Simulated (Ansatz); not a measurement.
# BaTiO3: opening a crack plane

BaTiO3, Pm-3m, a = 4.029 Å. The structure is a COD entry; whether it is the stable form wasn't checked. Ansatz: PBE+U, PAW, 420 eV, Γ-centred 7×7×3 mesh on 15 atoms, Gaussian smearing 0.05 eV; U_eff Ti 4.00 eV; no spin polarisation. One cut on (100) per cell of 15 atoms is opened rigidly by x, between planes of O+Ti and Ba+O that stand 2.01 Å apart; y is the energy per area (16.232 Å², 1 eV/Å² = 16.02 J/m²).

```tsv
x (Å)	y (J/m²)
0.00	0.000
0.25	0.209
0.50	0.585
0.75	0.947
1.00	1.245
1.50	1.637
2.00	?
3.00	1.992
4.50	2.043
6.00	2.057
```

Task: Fit the universal binding curve y = W[1 − (1 + x/l) e^(−x/l)] to the other rows, give the peak stress, and predict the missing value.

Result: Least squares gives W = 2.04 J/m² and l = 0.483 Å. The stress dy/dx peaks at x = l with W/(e l) = 15.5 GPa, for rigid faces. At x = 2.00: x/l = 4.141, y = 1.873 J/m². The run gave 1.840 J/m², so the fit is 0.033 J/m² too high, a small miss on the scale of the series.

Symmetry holds off the tilts and polar distortions that many cubic perovskites undergo.

The energy climbs steeply over the first ångström and is nearly flat beyond 3.00 Å, as expected when cohesion across the cut rests on short Ti–O bonds with a strong ionic and Ti 3d–O 2p covalent character. Each surface cell loses one such bond, along with weaker Ba–O contacts. In the formal ionic picture both BaO and TiO2 planes are neutral, so separating them leaves no large polar charge and the energy can level off early.

The miss at 2.00 Å is not isolated: the fitted curve also lies above the computed points at 1.50 and 3.00 Å, but below them at the smallest openings and at 6.00 Å. The real approach to the plateau is thus slower than a single exponential length allows. A probable contribution is the weak field across the gap between two chemically different faces, which fades slowly as the gap widens. The plateau gives the combined cost of a BaO and a TiO2 termination, and can't be divided into their individual surface energies.
